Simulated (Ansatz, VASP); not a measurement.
**TaN: VASP beside Ansatz**

Contents of INCAR:

```
PREC = Accurate ; ENCUT = 520
EDIFF = 1E-6 ; ISMEAR = -1
SIGMA = 0.1 ; LREAL = F
LASPH = T ; NELM = 60
ALGO = Normal ; ISIF = 2
LWAVE = F ; LCHARG = F
GGA = PS ; NBANDS = 33
```

File KPOINTS:

```
Automatic mesh
0
Gamma
  5 5 8
```

File POSCAR:

```
TaN
1.0
    5.2643762622      0.0000000000      0.0000000000
   -2.6321881311      4.5590835801      0.0000000000
    0.0000000000      0.0000000000      2.9493070245
Ta N
3 3
Direct
    0.3333333333      0.6666666667      0.5000000000
    0.6666666667      0.3333333333      0.5000000000
    0.0000000000      0.0000000000      0.0000000000
    0.3928500000      0.0000000000      0.0000000000
    0.6071500000      0.6071500000      0.0000000000
    0.0000000000      0.3928500000      0.0000000000
```

Input for Ansatz:

```yaml
crystal:
  lattice:
    - [5.26437626224964, 0.0, 0.0]
    - [-2.63218813112482, 4.559083580149493, 0.0]
    - [0.0, 0.0, 2.949307024520536]
  atoms:
    - { symbol: Ta, position: [0.3333333333333333, 0.6666666666666666, 0.5] }
    - { symbol: Ta, position: [0.6666666666666666, 0.3333333333333333, 0.5] }
    - { symbol: Ta, position: [0.0, 0.0, 0.0] }
    - { symbol: "N", position: [0.39285, 0.0, 0.0] }
    - { symbol: "N", position: [0.60715, 0.60715, 0.0] }
    - { symbol: "N", position: [0.0, 0.39285, 0.0] }
basis:
  ecutwfc: 517.016338673772
kpoints:
  mp_grid:
    grid: [5, 5, 8]
hamiltonian:
  xc: pbesol
scf:
  occupations:
    method: fermi_dirac
output:
  stress: true
```

Alike in both runs: task single point; functional PBEsol; k mesh 5 × 5 × 8; no spin polarisation.

|  | VASP | Ansatz |
| --- | --- | --- |
| version | VASP 6.6.1 | Ansatz 0.2.0 |
| potentials or method | VASP PAW PBE potentials, release 64 (Ta_pv, N) | plane waves, PAW |
| plane-wave cutoff (eV) | 520 | 517 |
| occupations | fermi-dirac, width 0.1 eV | fermi-dirac |
| valence electrons in the cell | 48 | 54 |

|  | VASP | Ansatz | Ansatz less VASP |
| --- | --- | --- | --- |
| pressure (GPa) | -14.6 | -15.2 | -0.66 |
| largest component of the traceless stress (GPa) | 1.61 | 1.55 | -0.060 |

The two sets of potentials don't hold the same shells in valence.

Caveats: the PAW data sets were made with another functional, which shifts forces and pressure a little (VASP). Spin-orbit coupling is left out, which matters for the levels of Ta.
